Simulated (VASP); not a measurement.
# PbO (Litharge) (P4/nmm) in VASP: notebook

One crystal, PbO (Litharge), is run at these levels: PBE, PBEsol, r2SCAN, LDA; tasks: band structure, equation of state.

Everything below comes from runs of VASP 6.6.1. Logs are shortened: lines on timing, memory, paths and dates and some standing lists are left out, and cuts for length are marked.

## (1) The structure

It takes space group P4/nmm (No. 129, tetragonal). Conventional cell: a = 3.990 Å, b = 3.990 Å, c = 5.010 Å, α = 90.00°, β = 90.00°, γ = 90.00°. Around Pb (site symmetry 4mm) lie 4 O at 2.33 Å. O (site symmetry -4m2) is surrounded by 4 Pb at 2.33 Å.

## (2) Band structure, PBE

The input, INCAR:

```
SYSTEM = PbO
PREC     = Accurate       ! precision mode
ENCUT    = 520            ! plane-wave cutoff, eV
EDIFF    = 1E-6           ! SCF threshold, eV
ISMEAR   = 0              ! smearing method
SIGMA    = 0.02           ! smearing width, eV
LREAL    = .False.        ! projectors in reciprocal space
LASPH    = .True.         ! aspherical terms in the spheres
NELM     = 60             ! most SCF steps
ALGO     = Fast           ! electronic algorithm
ISIF     = 2              ! what is computed and relaxed
LWAVE    = .False.        ! write WAVECAR
LCHARG   = .False.        ! write CHGCAR
GGA      = PE             ! functional
NBANDS   = 28             ! bands
```

The input, KPOINTS:

```
regular mesh
0
Gamma
  8 8 6
  0 0 0
```

The input, POSCAR:

```
PbO
1.0
    3.9900000000      0.0000000000      0.0000000000
    0.0000000000      3.9900000000      0.0000000000
    0.0000000000      0.0000000000      5.0100000000
Pb O
2 2
Direct
    0.5000000000      0.0000000000      0.7600000000
    0.0000000000      0.5000000000      0.2400000000
    0.5000000000      0.5000000000      0.0000000000
    0.0000000000      0.0000000000      0.0000000000
```

The input, KPOINTS_OPT:

```
path GXMGZRAZ,XR,MA
15
line-mode
reciprocal
 0.0000000000  0.0000000000  0.0000000000  G
 0.0000000000  0.5000000000  0.0000000000  X

 0.0000000000  0.5000000000  0.0000000000  X
 0.5000000000  0.5000000000  0.0000000000  M

 0.5000000000  0.5000000000  0.0000000000  M
 0.0000000000  0.0000000000  0.0000000000  G

 0.0000000000  0.0000000000  0.0000000000  G
 0.0000000000  0.0000000000  0.5000000000  Z

 0.0000000000  0.0000000000  0.5000000000  Z
 0.0000000000  0.5000000000  0.5000000000  R

 0.0000000000  0.5000000000  0.5000000000  R
 0.5000000000  0.5000000000  0.5000000000  A

 0.5000000000  0.5000000000  0.5000000000  A
 0.0000000000  0.0000000000  0.5000000000  Z

 0.0000000000  0.5000000000  0.0000000000  X
 0.0000000000  0.5000000000  0.5000000000  R

 0.5000000000  0.5000000000  0.0000000000  M
 0.5000000000  0.5000000000  0.5000000000  A
```

Potentials or basis: VASP PAW PBE potentials, release 64 (Pb_d, O).

The run is started by

```console
$ cat potpaw_PBE.64/Pb_d/POTCAR potpaw_PBE.64/O/POTCAR > POTCAR
$ mpirun -np 1 vasp_std > vasp.out
```

OUTCAR:

```text
SYSTEM = PbO
   PREC = Accurate
   ENCUT = 520
   EDIFF = 1E-6
   ISMEAR = 0
   LREAL = .False.
   LASPH = .True.
   NELM = 60
   ISIF = 2
   GGA = PE

 ion  position               nearest neighbor table
   1  0.500  0.000  0.760-   3 2.33   4 2.33   3 2.33   4 2.33   2 3.71   2 3.71   2 3.71   2 3.71
                             2 3.84   2 3.84   2 3.84   2 3.84
   2  0.000  0.500  0.240-   3 2.33   4 2.33   4 2.33   3 2.33   1 3.71   1 3.71   1 3.71   1 3.71
                             1 3.84   1 3.84   1 3.84   1 3.84
   3  0.500  0.500  0.000-   1 2.33   2 2.33   1 2.33   2 2.33
   4  0.000  0.000  0.000-   1 2.33   2 2.33   2 2.33   1 2.33

  LATTYP: Found a simple tetragonal cell.
 ALAT       =     3.9900000000
 C/A-ratio  =     1.2556390977

  Lattice vectors:

 A1 = (   3.9900000000,   0.0000000000,   0.0000000000)
 A2 = (   0.0000000000,   3.9900000000,   0.0000000000)
 A3 = (   0.0000000000,   0.0000000000,   5.0100000000)

Analysis of symmetry for initial positions (statically):
=====================================================================
 Subroutine PRICEL returns:
 Original cell was already a primitive cell.

 Routine SETGRP: Setting up the symmetry group for a
 simple tetragonal supercell.

 Subroutine GETGRP returns: Found 16 space group operations
 (whereof  8 operations were pure point group operations)
 out of a pool of 16 trial point group operations.

The static configuration has the point symmetry D_2d.
 The point group associated with its full space group is D_4h.

Analysis of symmetry for dynamics (positions and initial velocities):
=====================================================================
 Subroutine PRICEL returns:
 Original cell was already a primitive cell.

 Routine SETGRP: Setting up the symmetry group for a
 simple tetragonal supercell.

 Subroutine GETGRP returns: Found 16 space group operations
 (whereof  8 operations were pure point group operations)
 out of a pool of 16 trial point group operations.

The dynamic configuration has the point symmetry D_2d.
 The point group associated with its full space group is D_4h.

 Subroutine INISYM returns: Found 16 space group operations
 (whereof  8 operations are pure point group operations),
 and found     1 'primitive' translations

----------------------------------------------------------------------------------------

                                     Primitive cell

  volume of cell :      79.7597

  direct lattice vectors                    reciprocal lattice vectors
     3.990000000  0.000000000  0.000000000     0.250626566  0.000000000  0.000000000
     0.000000000  3.990000000  0.000000000     0.000000000  0.250626566  0.000000000
     0.000000000  0.000000000  5.010000000     0.000000000  0.000000000  0.199600798

  length of vectors
     3.990000000  3.990000000  5.010000000     0.250626566  0.250626566  0.199600798

  position of ions in fractional coordinates (direct lattice)
     0.500000000  0.000000000  0.760000000
     0.000000000  0.500000000  0.240000000
     0.500000000  0.500000000  0.000000000
     0.000000000  0.000000000  0.000000000

  ion indices of the primitive-cell ions
   primitive index   ion index
                 1           1
                 2           2
                 3           3
                 4           4

----------------------------------------------------------------------------------------

 KPOINTS: regular mesh

Automatic generation of k-mesh.
 Grid dimensions read from file:
 generate k-points for:    8    8    6

 Generating k-lattice:

  Cartesian coordinates                     Fractional coordinates (reciprocal lattice)
     0.031328321  0.000000000  0.000000000     0.125000000  0.000000000  0.000000000
     0.000000000  0.031328321  0.000000000     0.000000000  0.125000000  0.000000000
     0.000000000  0.000000000  0.033266800     0.000000000  0.000000000  0.166666667

  Length of vectors
     0.031328321  0.031328321  0.033266800

  Shift w.r.t. Gamma in fractional coordinates (k-lattice)
     0.000000000  0.000000000  0.000000000

 Subroutine IBZKPT returns following result:
 ===========================================

 Found     60 irreducible k-points:

 Following reciprocal coordinates:
            Coordinates               Weight
  0.000000  0.000000  0.000000      1.000000
  0.125000  0.000000  0.000000      4.000000
  0.250000  0.000000  0.000000      4.000000
  0.375000  0.000000  0.000000      4.000000
  0.500000  0.000000  0.000000      2.000000
  0.125000  0.125000  0.000000      4.000000
[... 16 lines left out ...]
  0.375000  0.125000  0.166667     16.000000
  0.500000  0.125000  0.166667      8.000000
 [... further k-points ...]
   k-points           NKPTS =     60   k-points in BZ     NKDIM =     60   number of bands    NBANDS=     28
   number of dos      NEDOS =    301   number of ions     NIONS =      4
   total plane-waves  NPLWV =  36000
   dimension x,y,z NGX =    30 NGY =   30 NGZ =   40
   dimension x,y,z NGXF=    60 NGYF=   60 NGZF=   80
   ions per type =               2   2
   NGX,Y,Z   is equivalent  to a cutoff of  12.50, 12.50, 13.27 a.u.
   NGXF,Y,Z  is equivalent  to a cutoff of  25.00, 25.00, 26.55 a.u.
 SYSTEM =  PbO
   PREC   = accura    normal or accurate (medium, high low for compatibility)
   ISTART =      0    job   : 0-new  1-cont  2-samecut
   ICHARG =      2    charge: 1-file 2-atom 10-const
   ISPIN  =      1    spin polarized calculation?
   LNONCOLLINEAR =      F non collinear calculations
   LSORBIT =      F    spin-orbit coupling
   LASPH  =      T    aspherical Exc in radial PAW
   ENCUT  =  520.0 eV  38.22 Ry    6.18 a.u.   7.42  7.42  9.32*2*pi/ulx,y,z
   NELM   =     60;   NELMIN=  2; NELMDL= -5     # of ELM steps
   EDIFF  = 0.1E-05   stopping-criterion for ELM
   LREAL  =      F    real-space projection
   EDIFFG = 0.1E-04   stopping-criterion for IOM
   NSW    =      0    number of steps for IOM
   IBRION =     -1    ionic relax: 0-MD 1-quasi-New 2-CG
[... 8 lines left out ...]
   EMIN   =  10.00;   EMAX   =-10.00  energy-range for DOS
   EFERMI =   0.00;   METHOD = LEGACY
   ISMEAR =     0;   SIGMA  =   0.02  broadening in eV -4-tet -1-fermi 0-gaus
   EFERMI_NEDOS =   21; number of points for ismear=-14 and -15
   IALGO  =     68    algorithm
   IMIX   =      4    mixing-type and parameters
     AMIX     =   0.40;   BMIX     =  1.00
     AMIX_MAG =   1.60;   BMIX_MAG =  1.00
  volume/ion in A,a.u.               =      19.94       134.56
  Fermi-wavevector in a.u.,A,eV,Ry     =   1.300670  2.457909 23.017539  1.691741
  Thomas-Fermi vector in A             =   2.431853
   LORBIT       =      0    0 simple, 1 ext, 2 COOP (PROOUT), +10 PAW based schemes
   GGA     = PE    functional components
   LHFCALC =     F    Hartree Fock is set to
   AEXX    =    0.0000 exact exchange contribution
   IVDW    =     0    specifies the selected vdW correction
   LEPSILON=     F    determine dielectric tensor
   LRPA    =     F    only Hartree local field effects (RPA)
 non-spin polarized calculation
 RMM-DIIS sequential band-by-band and
 Gauss-broadening in eV      SIGMA  =   0.02
  energy-cutoff  :      520.00
  volume of cell :       79.76
 maximum number of plane-waves:      2186
 NGX is ok and might be reduce to    30
   NGX = 15   NGY = 15   NGZ = 19

 number of electron      39.9999999 magnetization

 Free energy of the ion-electron system (eV)
  ---------------------------------------------------
  ext. energy  EPLUGINS =         0.00000000
  ---------------------------------------------------
  free energy    TOTEN  =       -21.43720241 eV

  energy without entropy =      -21.43720241  energy(sigma->0) =      -21.43720241

 E-fermi :   5.2467     XC(G=0):  -9.8282

 val. band max:        5.0759189455   @ k =   0.1250   0.0000   0.0000
 cond. band min:       6.2333838781   @ k =   0.5000   0.5000   0.0000
 fundamental gap:      1.1574649326
 Fermi energy:         5.2466765850

 k-point     1 :       0.0000    0.0000    0.0000
  band No.  band energies     occupation
      1     -13.1786      2.00000
      2     -12.6716      2.00000
      3     -10.9311      2.00000
      4     -10.9311      2.00000
      5     -10.8743      2.00000
      6     -10.8545      2.00000
[... 20 lines left out ...]
     27      12.5463      0.00000
     28      13.1172      0.00000

 k-point     2 :       0.1250    0.0000    0.0000
  band No.  band energies     occupation
      1     -13.1464      2.00000
      2     -12.6818      2.00000
      3     -10.9235      2.00000
      4     -10.9230      2.00000
      5     -10.8634      2.00000
      6     -10.8457      2.00000
[... 20 lines left out ...]
     27      12.7598      0.00000
     28      14.0991      0.00000

 k-point     3 :       0.2500    0.0000    0.0000
  band No.  band energies     occupation
      1     -13.0632      2.00000
      2     -12.7152      2.00000
      3     -10.9022      2.00000
      4     -10.9001      2.00000
      5     -10.8315      2.00000
      6     -10.8238      2.00000
[... 20 lines left out ...]
     27      13.0216      0.00000
     28      15.9128      0.00000

 k-point     4 :       0.3750    0.0000    0.0000
  band No.  band energies     occupation
      1     -12.9584      2.00000
      2     -12.7745      2.00000
      3     -10.8718      2.00000
      4     -10.8691      2.00000
      5     -10.8194      2.00000
      6     -10.8134      2.00000
[... 578 lines left out ...]
     27      13.9532      0.00000
     28      15.4328      0.00000

 k-point    23 :       0.3750    0.1250    0.1667
  band No.  band energies     occupation
      1     -12.9465      2.00000
      2     -12.7779      2.00000
      3     -10.8812      2.00000
      4     -10.8542      2.00000
      5     -10.8245      2.00000
      6     -10.8045      2.00000
[... 20 lines left out ...]
     27      14.2240      0.00000
     28      14.8204      0.00000

 k-point    24 :       0.5000    0.1250    0.1667
  band No.  band energies     occupation
      1     -12.8554      2.00000
      2     -12.8554      2.00000
      3     -10.8586      2.00000
      4     -10.8586      2.00000
      5     -10.8195      2.00000
      6     -10.8195      2.00000
[... 20 lines left out ...]
     27      14.5019      0.00000
     28      14.5020      0.00000

 [... further k-points ...]
[... 5 lines left out ...]
  --------------------------------------------------------------------------------------
  -------------------------------------------------------------------------------------
  Total        1.7109394      1.7109394      1.1256791      0.0000000      0.0000000      0.0000000
  in kB       34.3685878     34.3685878     22.6121394      0.0000000      0.0000000      0.0000000
  external PRESSURE =      30.4497717 kB  Pullay stress =       0.0000000 kB

 VOLUME and BASIS-vectors are now :
 -----------------------------------------------------------------------------
  energy-cutoff  :      520.00
  volume of cell :       79.76
      direct lattice vectors                 reciprocal lattice vectors
     3.990000000  0.000000000  0.000000000     0.250626566  0.000000000  0.000000000
     0.000000000  3.990000000  0.000000000     0.000000000  0.250626566  0.000000000
     0.000000000  0.000000000  5.010000000     0.000000000  0.000000000  0.199600798

 POSITION                                       TOTAL-FORCE (eV/Angst)
 -----------------------------------------------------------------------------------
      1.99500      0.00000      3.80760        -0.000000      0.000000     -0.028294
      0.00000      1.99500      1.20240         0.000000      0.000000      0.028294
      1.99500      1.99500      0.00000         0.000000      0.000000      0.000000
      0.00000      0.00000      0.00000         0.000000     -0.000000      0.000000
 -----------------------------------------------------------------------------------
    total drift:                                0.000000      0.000000      0.000000

  FREE ENERGIE OF THE ION-ELECTRON SYSTEM (eV)
  ---------------------------------------------------
  free  energy   TOTEN  =       -21.4372024100 eV

  energy  without entropy=      -21.4372024100  energy(sigma->0) =      -21.43720241
```

Run time: 1.9 min. Hardware: 1 thread of Intel Xeon 6975P-C (Granite Rapids), shared host; peak memory 0.32 GiB.

What came out:

- Free energy: -21.4372 eV
- Pressure: 3.0 GPa
- Largest force: 0.028 eV/Å
- Band gap on the k mesh: 1.16 eV, indirect (least direct gap 2.11 eV)
- Band gap along the path: 1.15 eV, indirect (least direct gap 2.11 eV)

Forces in eV/Å, atoms in the order of the input:
```
Pb   0.000  0.000 -0.028
Pb   0.000  0.000  0.028
O    0.000  0.000  0.000
O    0.000  0.000  0.000
```

Levels at the corners of the path, in eV from the valence-band top:
| point | band 18 | band 19 | band 20 | band 21 | band 22 | band 23 |
| --- | --- | --- | --- | --- | --- | --- |
| Γ | -1.57 | -1.57 | -0.01 | 2.41 | 5.54 | 5.54 |
| X | -2.91 | -1.64 | -1.64 | 3.38 | 3.38 | 6.61 |
| X | -2.91 | -1.64 | -1.64 | 3.38 | 3.38 | 6.61 |
| M | -1.66 | -0.96 | -0.96 | 1.15 | 1.15 | 5.26 |
| M | -1.66 | -0.96 | -0.96 | 1.15 | 1.15 | 5.26 |
| Γ | -1.57 | -1.57 | -0.01 | 2.41 | 5.54 | 5.54 |
| Γ | -1.57 | -1.57 | -0.01 | 2.41 | 5.54 | 5.54 |
| Z | -1.60 | -1.60 | -0.94 | 2.03 | 3.94 | 3.94 |
| Z | -1.60 | -1.60 | -0.94 | 2.03 | 3.94 | 3.94 |
| R | -2.87 | -0.98 | -0.98 | 3.08 | 3.08 | 6.24 |
| R | -2.87 | -0.98 | -0.98 | 3.08 | 3.08 | 6.24 |
| A | -2.26 | -0.96 | -0.96 | 3.41 | 3.41 | 4.76 |
| A | -2.26 | -0.96 | -0.96 | 3.41 | 3.41 | 4.76 |
| Z | -1.60 | -1.60 | -0.94 | 2.03 | 3.94 | 3.94 |
| X | -2.91 | -1.64 | -1.64 | 3.38 | 3.38 | 6.61 |
| R | -2.87 | -0.98 | -0.98 | 3.08 | 3.08 | 6.24 |
| M | -1.66 | -0.96 | -0.96 | 1.15 | 1.15 | 5.26 |
| A | -2.26 | -0.96 | -0.96 | 3.41 | 3.41 | 4.76 |

Caveat: spin-orbit coupling is left out, which as a rule narrows the gap of such compounds by several tenths of an eV. PBE gaps usually lie below the measured ones, often by a third to a half.

## (3) Band structure, PBEsol

INCAR: that of step 2 with these lines changed.

```diff
@@ -13,3 +13,3 @@
 LCHARG   = .False.        ! write CHGCAR
-GGA      = PE             ! functional
+GGA      = PS             ! functional
 NBANDS   = 28             ! bands
```

KPOINTS is that of step 2.

POSCAR is that of step 2.

KPOINTS_OPT is that of step 2.

Potentials or basis: VASP PAW PBE potentials, release 64 (Pb_d, O).

The run is started by

```console
$ cat potpaw_PBE.64/Pb_d/POTCAR potpaw_PBE.64/O/POTCAR > POTCAR
$ mpirun -np 1 vasp_std > vasp.out
```

It took 1.9 min on 1 thread of Intel Xeon 6975P-C (Granite Rapids), shared host; peak memory 0.32 GiB.

Results (log left out):

```
Free energy             : -22.8687 eV
Pressure                : -0.8 GPa
Largest force           : 0.289 eV/Å
Band gap on the k mesh  : 1.10 eV, indirect (least direct gap 2.05 eV)
Band gap along the path : 1.09 eV, indirect (least direct gap 2.05 eV)
```

Forces in eV/Å, atoms in the order of the input:
```
Pb   0.000  0.000  0.289
Pb   0.000  0.000 -0.289
O    0.000  0.000  0.000
O    0.000  0.000  0.000
```

Stress tensor (GPa, compression positive):
```
-0.70  0.00  0.00
 0.00 -0.70  0.00
 0.00  0.00 -1.09
```

Levels at the corners of the path, in eV from the valence-band top:
| point | band 17 | band 18 | band 19 | band 20 | band 21 | band 22 | band 23 | band 24 |
| --- | --- | --- | --- | --- | --- | --- | --- | --- |
| Γ | -1.65 | -1.57 | -1.57 | -0.01 | 2.34 | 5.50 | 5.52 | 5.52 |
| X | -2.93 | -2.93 | -1.65 | -1.65 | 3.33 | 3.33 | 6.57 | 6.57 |
| X | -2.93 | -2.93 | -1.65 | -1.65 | 3.33 | 3.33 | 6.57 | 6.57 |
| M | -1.66 | -1.66 | -0.96 | -0.96 | 1.09 | 1.09 | 5.17 | 5.17 |
| M | -1.66 | -1.66 | -0.96 | -0.96 | 1.09 | 1.09 | 5.17 | 5.17 |
| Γ | -1.65 | -1.57 | -1.57 | -0.01 | 2.34 | 5.50 | 5.52 | 5.52 |
| Γ | -1.65 | -1.57 | -1.57 | -0.01 | 2.34 | 5.50 | 5.52 | 5.52 |
| Z | -1.69 | -1.60 | -1.60 | -0.93 | 1.93 | 3.89 | 3.89 | 4.17 |
| Z | -1.69 | -1.60 | -1.60 | -0.93 | 1.93 | 3.89 | 3.89 | 4.17 |
| R | -2.89 | -2.89 | -0.97 | -0.97 | 3.03 | 3.03 | 6.21 | 6.21 |
| R | -2.89 | -2.89 | -0.97 | -0.97 | 3.03 | 3.03 | 6.21 | 6.21 |
| A | -2.27 | -2.27 | -0.96 | -0.96 | 3.38 | 3.38 | 4.70 | 4.70 |
| A | -2.27 | -2.27 | -0.96 | -0.96 | 3.38 | 3.38 | 4.70 | 4.70 |
| Z | -1.69 | -1.60 | -1.60 | -0.93 | 1.93 | 3.89 | 3.89 | 4.17 |
| X | -2.93 | -2.93 | -1.65 | -1.65 | 3.33 | 3.33 | 6.57 | 6.57 |
| R | -2.89 | -2.89 | -0.97 | -0.97 | 3.03 | 3.03 | 6.21 | 6.21 |
| M | -1.66 | -1.66 | -0.96 | -0.96 | 1.09 | 1.09 | 5.17 | 5.17 |
| A | -2.27 | -2.27 | -0.96 | -0.96 | 3.38 | 3.38 | 4.70 | 4.70 |

Caveat: the PAW data sets were made with another functional, which shifts forces and pressure a little; spin-orbit coupling is left out, which as a rule narrows the gap of such compounds by several tenths of an eV. A hybrid or GW would open this gap; PBEsol tends to underestimate it.

(Part 1 of 3 ends here.)
